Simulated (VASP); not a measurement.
# Fe (Fd-3m) in VASP: further runs

One crystal, Fe, is run at these levels: LDA; tasks: single point.

All numbers are computed with VASP 6.6.1; they aren't measurements. Logs are shortened: lines on timing, memory, paths and dates and some standing lists are left out, and cuts for length are marked.

### 1 The structure

Symmetry: Fd-3m, No. 227, cubic system. Conventional cell: a = 4.754 Å, b = 4.754 Å, c = 4.754 Å, α = 90.00°, β = 90.00°, γ = 90.00°. Fe (site symmetry -43m) has 4 Fe at 2.06 Å as nearest neighbours.

This isn't the form of Fe at room conditions, which is bcc.

### 2 Single point, LDA, collinear spin, typed start

INCAR

```
PREC = Accurate
ENCUT = 520
EDIFF = 1E-6
ISMEAR = -1
SIGMA = 0.05
LREAL = F
LASPH = T
NELM = 150
ALGO = Normal
ISIF = 2
LWAVE = F
LCHARG = F
ISPIN = 2
MAGMOM = 2.5 2.5
LORBIT = 11
LMAXMIX = 4
GGA = CA
NBANDS = 19
```

KPOINTS

```
Automatic mesh
0
Gamma
  19 19 19
```

POSCAR

```
Fe
1.0
    0.0000000000      2.3772073728      2.3772073728
    2.3772073728      0.0000000000      2.3772073728
    2.3772073728      2.3772073728      0.0000000000
Fe
2
Direct
    0.1250000000      0.1250000000      0.1250000000
    0.8750000000      0.8750000000      0.8750000000
```

Potentials or basis: VASP PAW LDA potentials, release 64 (Fe).

The run is started by

```console
$ cat potpaw_LDA.64/Fe/POTCAR > POTCAR
$ mpirun -np 1 vasp_std > vasp.out
```

OUTCAR:

```text
PREC = Accurate
   ENCUT = 520
   EDIFF = 1E-6
   ISMEAR = -1
   LREAL = F
   LASPH = T
   NELM = 150
   ISIF = 2
   ISPIN = 2
   LORBIT = 11
   GGA = CA

 ion  position               nearest neighbor table
   1  0.125  0.125  0.125-   2 2.06   2 2.06   2 2.06   2 2.06
   2  0.875  0.875  0.875-   1 2.06   1 2.06   1 2.06   1 2.06

  LATTYP: Found a face centered cubic cell.
 ALAT       =     4.7544147456

  Lattice vectors:

 A1 = (   0.0000000000,   2.3772073728,   2.3772073728)
 A2 = (   2.3772073728,   0.0000000000,   2.3772073728)
 A3 = (   2.3772073728,   2.3772073728,   0.0000000000)

Analysis of symmetry for initial positions (statically):
=====================================================================
 Subroutine PRICEL returns:
 Original cell was already a primitive cell.

 Routine SETGRP: Setting up the symmetry group for a
 face centered cubic supercell.

 Subroutine GETGRP returns: Found 48 space group operations
 (whereof 12 operations were pure point group operations)
 out of a pool of 48 trial point group operations.

The static configuration has the point symmetry D_3d.
 The point group associated with its full space group is O_h .

Analysis of symmetry for dynamics (positions and initial velocities):
=====================================================================
 Subroutine PRICEL returns:
 Original cell was already a primitive cell.

 Routine SETGRP: Setting up the symmetry group for a
 face centered cubic supercell.

 Subroutine GETGRP returns: Found 48 space group operations
 (whereof 12 operations were pure point group operations)
 out of a pool of 48 trial point group operations.

The dynamic configuration has the point symmetry D_3d.
 The point group associated with its full space group is O_h .

Analysis of structural, dynamic, and magnetic symmetry:
=====================================================================
 Subroutine PRICEL returns:
 Original cell was already a primitive cell.

 Routine SETGRP: Setting up the symmetry group for a
 face centered cubic supercell.

 Subroutine GETGRP returns: Found 48 space group operations
 (whereof 12 operations were pure point group operations)
 out of a pool of 48 trial point group operations.

The overall configuration has the point symmetry D_3d.
 The point group associated with its full space group is O_h .

 Subroutine INISYM returns: Found 48 space group operations
 (whereof 12 operations are pure point group operations),
 and found     1 'primitive' translations

----------------------------------------------------------------------------------------

                                     Primitive cell

  volume of cell :      26.8677

  direct lattice vectors                    reciprocal lattice vectors
     0.000000000  2.377207373  2.377207373    -0.210330830  0.210330830  0.210330830
     2.377207373  0.000000000  2.377207373     0.210330830 -0.210330830  0.210330830
     2.377207373  2.377207373  0.000000000     0.210330830  0.210330830 -0.210330830

  length of vectors
     3.361878907  3.361878907  3.361878907     0.364303684  0.364303684  0.364303684

  position of ions in fractional coordinates (direct lattice)
     0.125000000  0.125000000  0.125000000
     0.875000000  0.875000000  0.875000000

  ion indices of the primitive-cell ions
   primitive index   ion index
                 1           1
                 2           2

----------------------------------------------------------------------------------------

 KPOINTS: Automatic mesh

Automatic generation of k-mesh.
 Grid dimensions read from file:
 generate k-points for:   19   19   19

 Generating k-lattice:

  Cartesian coordinates                     Fractional coordinates (reciprocal lattice)
    -0.011070044  0.011070044  0.011070044     0.052631579  0.000000000  0.000000000
     0.011070044 -0.011070044  0.011070044     0.000000000  0.052631579  0.000000000
     0.011070044  0.011070044 -0.011070044     0.000000000  0.000000000  0.052631579

  Length of vectors
     0.019173878  0.019173878  0.019173878

  Shift w.r.t. Gamma in fractional coordinates (k-lattice)
     0.000000000  0.000000000  0.000000000

 Subroutine IBZKPT returns following result:
 ===========================================

 Found    220 irreducible k-points:

 Following reciprocal coordinates:
            Coordinates               Weight
  0.000000  0.000000  0.000000      1.000000
  0.052632  0.000000  0.000000      8.000000
  0.105263  0.000000  0.000000      8.000000
  0.157895  0.000000  0.000000      8.000000
  0.210526  0.000000  0.000000      8.000000
  0.263158  0.000000  0.000000      8.000000
[... 16 lines left out ...]
 -0.315789  0.052632  0.000000     24.000000
 -0.263158  0.052632  0.000000     24.000000
 [... further k-points ...]
   k-points           NKPTS =    220   k-points in BZ     NKDIM =    220   number of bands    NBANDS=     19
   number of dos      NEDOS =    301   number of ions     NIONS =      2
   total plane-waves  NPLWV =  21952
   dimension x,y,z NGX =    28 NGY =   28 NGZ =   28
   dimension x,y,z NGXF=    56 NGYF=   56 NGZF=   56
   ions per type =               2
   NGX,Y,Z   is equivalent  to a cutoff of  13.85, 13.85, 13.85 a.u.
   NGXF,Y,Z  is equivalent  to a cutoff of  27.69, 27.69, 27.69 a.u.
 SYSTEM =  unknown system
   PREC   = accura    normal or accurate (medium, high low for compatibility)
   ISTART =      0    job   : 0-new  1-cont  2-samecut
   ICHARG =      2    charge: 1-file 2-atom 10-const
   ISPIN  =      2    spin polarized calculation?
   LNONCOLLINEAR =      F non collinear calculations
   LSORBIT =      F    spin-orbit coupling
   LASPH  =      T    aspherical Exc in radial PAW
   ENCUT  =  520.0 eV  38.22 Ry    6.18 a.u.   6.25  6.25  6.25*2*pi/ulx,y,z
   NELM   =    150;   NELMIN=  2; NELMDL= -5     # of ELM steps
   EDIFF  = 0.1E-05   stopping-criterion for ELM
   LREAL  =      F    real-space projection
   EDIFFG = 0.1E-04   stopping-criterion for IOM
   NSW    =      0    number of steps for IOM
   IBRION =     -1    ionic relax: 0-MD 1-quasi-New 2-CG
   NFREE  =      0    steps in history (QN), initial steepest desc. (CG)
   ISIF   =      2    stress and relaxation
   ISYM   =      2    0-nonsym 1-usesym 2-fastsym
   POTIM  = 0.5000    time-step for ionic-motion
   TEBEG  =    0.0;   TEEND  =   0.0 temperature during run
   PSTRESS=    0.0 pullay stress
   NELECT =      16.0000    total number of electrons
   NUPDOWN=      -1.0000    fix difference up-down
   EMIN   =  10.00;   EMAX   =-10.00  energy-range for DOS
   EFERMI =   0.00;   METHOD = LEGACY
   ISMEAR =    -1;   SIGMA  =   0.05  broadening in eV -4-tet -1-fermi 0-gaus
   EFERMI_NEDOS =   21; number of points for ismear=-14 and -15
   IALGO  =     38    algorithm
   IMIX   =      4    mixing-type and parameters
     AMIX     =   0.40;   BMIX     =  1.00
     AMIX_MAG =   1.60;   BMIX_MAG =  1.00
  volume/ion in A,a.u.               =      13.43        90.66
  Fermi-wavevector in a.u.,A,eV,Ry     =   1.377329  2.602775 25.810738  1.897036
  Thomas-Fermi vector in A             =   2.502492
   LORBIT       =     11    0 simple, 1 ext, 2 COOP (PROOUT), +10 PAW based schemes
   GGA     = CA    functional components
   LHFCALC =     F    Hartree Fock is set to
   AEXX    =    0.0000 exact exchange contribution
   IVDW    =     0    specifies the selected vdW correction
   LEPSILON=     F    determine dielectric tensor
   LRPA    =     F    only Hartree local field effects (RPA)
 spin polarized calculation
  energy-cutoff  :      520.00
  volume of cell :       26.87
 maximum number of plane-waves:       742
 NGX is ok and might be reduce to    28
   NGX = 13   NGY = 13   NGZ = 13

 number of electron      15.9999993 magnetization       0.0021930

 number of electron      15.9999993 magnetization      -0.0001675

 Free energy of the ion-electron system (eV)
  ---------------------------------------------------
  ext. energy  EPLUGINS =         0.00000000
  ---------------------------------------------------
  free energy    TOTEN  =       -16.28965441 eV

  energy without entropy =      -16.27099677  energy(sigma->0) =      -16.28032559

 E-fermi :   4.0352     XC(G=0): -12.1868

 val. band max:        4.0291307461   @ k =  -0.4737   0.1579   0.0526
 cond. band min:       4.0355550202   @ k =   0.4737   0.3158   0.1053
 fundamental gap:      0.0064242741
 Fermi energy:         4.0352233358

 spin component 1

 k-point     1 :       0.0000    0.0000    0.0000
  band No.  band energies     occupation
      1      -2.9267      1.00000
      2       0.9862      1.00000
      3       0.9862      1.00000
      4       1.3928      1.00000
      5       1.3928      1.00000
      6       1.3928      1.00000
[... 11 lines left out ...]
     18      20.4410      0.00000
     19      22.1236      0.00000
[... 485 lines left out ...]
 k-point    24 :      -0.2632    0.0526    0.0000
  band No.  band energies     occupation
      1      -1.2945      1.00000
      2       0.6929      1.00000
      3       0.9265      1.00000
      4       1.5299      1.00000
      5       1.6926      1.00000
      6       1.9020      1.00000
[... 11 lines left out ...]
     18      23.1040      0.00000
     19      23.2601      0.00000

 [... further k-points ...]

 spin component 2

 k-point     1 :       0.0000    0.0000    0.0000
  band No.  band energies     occupation
      1      -2.9267      1.00000
      2       0.9862      1.00000
      3       0.9862      1.00000
      4       1.3928      1.00000
      5       1.3928      1.00000
      6       1.3928      1.00000
[... 11 lines left out ...]
     18      20.4409      0.00000
     19      22.1235      0.00000
[... 485 lines left out ...]
 k-point    24 :      -0.2632    0.0526    0.0000
  band No.  band energies     occupation
      1      -1.2945      1.00000
      2       0.6928      1.00000
      3       0.9265      1.00000
      4       1.5299      1.00000
      5       1.6926      1.00000
      6       1.9020      1.00000
[... 11 lines left out ...]
     18      23.1039      0.00000
     19      23.2601      0.00000

 [... further k-points ...]

------------------------ aborting loop because EDIFF is reached ----------------------------------------

  FORCE on cell =-STRESS in cart. coord.  units (eV):
  Direction    XX          YY          ZZ          XY          YZ          ZX
  --------------------------------------------------------------------------------------
  -------------------------------------------------------------------------------------
  Total       -0.3643113     -0.3643113     -0.3643113      0.0000000     -0.0000000     -0.0000000
  in kB      -21.7246106    -21.7246106    -21.7246106      0.0000000     -0.0000000     -0.0000000
  external PRESSURE =     -21.7246106 kB  Pullay stress =       0.0000000 kB

 VOLUME and BASIS-vectors are now :
 -----------------------------------------------------------------------------
  energy-cutoff  :      520.00
  volume of cell :       26.87
      direct lattice vectors                 reciprocal lattice vectors
     0.000000000  2.377207373  2.377207373    -0.210330830  0.210330830  0.210330830
     2.377207373  0.000000000  2.377207373     0.210330830 -0.210330830  0.210330830
     2.377207373  2.377207373  0.000000000     0.210330830  0.210330830 -0.210330830

 POSITION                                       TOTAL-FORCE (eV/Angst)
 -----------------------------------------------------------------------------------
      0.59430      0.59430      0.59430         0.000000     -0.000000      0.000000
      4.16011      4.16011      4.16011        -0.000000      0.000000     -0.000000
 -----------------------------------------------------------------------------------
    total drift:                                0.000000     -0.000000     -0.000000

  FREE ENERGIE OF THE ION-ELECTRON SYSTEM (eV)
  ---------------------------------------------------
  free  energy   TOTEN  =       -16.2896544070 eV

  energy  without entropy=      -16.2709967674  energy(sigma->0) =      -16.28032559

 total charge

# of ion       s       p       d       tot
------------------------------------------
    1        0.614   0.480   6.545   7.639
    2        0.614   0.480   6.545   7.639
--------------------------------------------------
tot          1.229   0.959  13.090  15.278

 magnetization (x)

# of ion       s       p       d       tot
------------------------------------------
    1       -0.000  -0.000  -0.000  -0.000
    2       -0.000  -0.000  -0.000  -0.000
--------------------------------------------------
tot         -0.000  -0.000  -0.000  -0.000
```

It took 2.1 min on 1 thread of Intel Xeon 6975P-C (Granite Rapids), shared host; peak memory 0.26 GiB.

What came out:

```yaml
Free_energy: -16.2897 eV
Pressure: -2.2 GPa
Band_gap_on_the_k_mesh: none (metal or under the smearing width)
Net_moment: 0.00 μB per cell
Valence_electrons_inside_the_program's_atomic_spheres: Fe 7.64
```

Caveat: the starting moments collapsed, and a magnetic state may lie lower.

### 3 Single point, LDA, collinear spin, typed start

This run uses another cell than the first one, of 12.36 Å³/atom, 0.920 times its volume.

INCAR

```
SYSTEM = Fe
PREC     = Accurate       ! precision mode
ENCUT    = 520            ! plane-wave cutoff, eV
EDIFF    = 1E-6           ! SCF threshold, eV
ISMEAR   = -1             ! smearing method
SIGMA    = 0.05           ! smearing width, eV
LREAL    = .FALSE.        ! projectors in reciprocal space
LASPH    = .TRUE.         ! aspherical terms in the spheres
NELM     = 150            ! most SCF steps
ALGO     = Normal         ! electronic algorithm
ISIF     = 2              ! what is computed and relaxed
LWAVE    = .FALSE.        ! write WAVECAR
LCHARG   = .FALSE.        ! write CHGCAR
ISPIN    = 2              ! spin polarisation
MAGMOM   = 2.5 2.5        ! initial moments
LORBIT   = 11             ! projections on sites
LMAXMIX  = 4              ! l up to which the mixer works
GGA      = CA             ! functional
NBANDS   = 19             ! bands
```

KPOINTS

```
regular mesh
0
G
  13 13 13
  0 0 0
```

POSCAR

```
Fe
1.0
    0.0000000000      2.3120453284      2.3120453284
    2.3120453284      0.0000000000      2.3120453284
    2.3120453284      2.3120453284      0.0000000000
Fe
2
Direct
    0.1250000000      0.1250000000      0.1250000000
    0.8750000000      0.8750000000      0.8750000000
```

Potentials or basis: VASP PAW LDA potentials, release 64 (Fe).

The run is started by

```console
$ cat potpaw_LDA.64/Fe/POTCAR > POTCAR
$ mpirun -np 1 vasp_std > vasp.out
```

It took 23 s on 1 thread of Intel Xeon 6975P-C (Granite Rapids), shared host; peak memory 0.17 GiB.

It converged, with:

```yaml
Free_energy: -16.2098 eV
Pressure: 15.3 GPa
Band_gap_on_the_k_mesh: none (metal or under the smearing width)
Net_moment: 0.00 μB per cell
Valence_electrons_inside_the_program's_atomic_spheres: Fe 7.83
```

Levels at points of the mesh, in eV from the Fermi level:
Spin up:
```csv
k point,band 5,band 6,band 7,band 8,band 9,band 10,band 11,band 12
"(0.00, 0.00, 0.00)",-2.89,-2.89,-0.48,-0.48,-0.48,1.58,1.58,15.91
```
Spin down:
```tsv
k point	band 4	band 5	band 6	band 7	band 8	band 9	band 10	band 11	band 12	band 13
(0.00, 0.00, 0.00)	-2.89	-2.89	-2.89	-0.48	-0.48	-0.48	1.58	1.58	15.91	15.91
```

Caveat: the starting moments collapsed, and a magnetic state may lie lower; so large a pressure means that the cell lies far from this level's equilibrium, or that cutoff or potentials fall short.

### 4 Single point, LDA, collinear spin, typed start

This run uses another cell than the first one, of 12.90 Å³/atom, 0.960 times its volume.

INCAR

```
ALGO = Normal
EDIFF = 1E-6
ENCUT = 520
GGA = CA
ISIF = 2
ISMEAR = -1
ISPIN = 2
LASPH = True
LCHARG = True
LELF = True
LMAXMIX = 4
LORBIT = 11
LREAL = False
LVHAR = True
LWAVE = False
MAGMOM = 2.5 2.5
NBANDS = 19
NELM = 150
PREC = Accurate
SIGMA = 0.05
```

KPOINTS

```
k-points
0
Gamma
  13 13 13
```

POSCAR

```
Fe
1.0
    0.0000000000      2.3450790104      2.3450790104
    2.3450790104      0.0000000000      2.3450790104
    2.3450790104      2.3450790104      0.0000000000
Fe
2
Direct
    0.1250000000      0.1250000000      0.1250000000
    0.8750000000      0.8750000000      0.8750000000
```

The run is started by

```console
$ cat potpaw_LDA.64/Fe/POTCAR > POTCAR
$ mpirun -np 1 vasp_std > vasp.out
```

It took 54 s on 1 thread of Intel Xeon 6975P-C (Granite Rapids), shared host; peak memory 0.19 GiB.

Results (log left out):

```
Free energy                                           : -16.2791 eV
Pressure                                              : 5.7 GPa
Band gap on the k mesh                                : none (metal or under the smearing width)
Net moment                                            : 0.00 μB per cell
Valence electrons inside the program's atomic spheres : Fe 7.73
```

Levels at points of the mesh, in eV from the Fermi level:
Spin up:
```tsv
k point	band 4	band 5	band 6	band 7	band 8	band 9	band 10	band 11	band 12	band 13
(0.00, 0.00, 0.00)	-2.76	-2.76	-2.76	-0.46	-0.46	-0.46	1.48	1.48	15.49	15.49
```
Spin down:
```csv
k point,band 5,band 6,band 7,band 8,band 9,band 10,band 11,band 12
"(0.00, 0.00, 0.00)",-2.76,-2.76,-0.46,-0.46,-0.46,1.48,1.48,15.49
```

Caveat: the starting moments collapsed, and a magnetic state may lie lower.
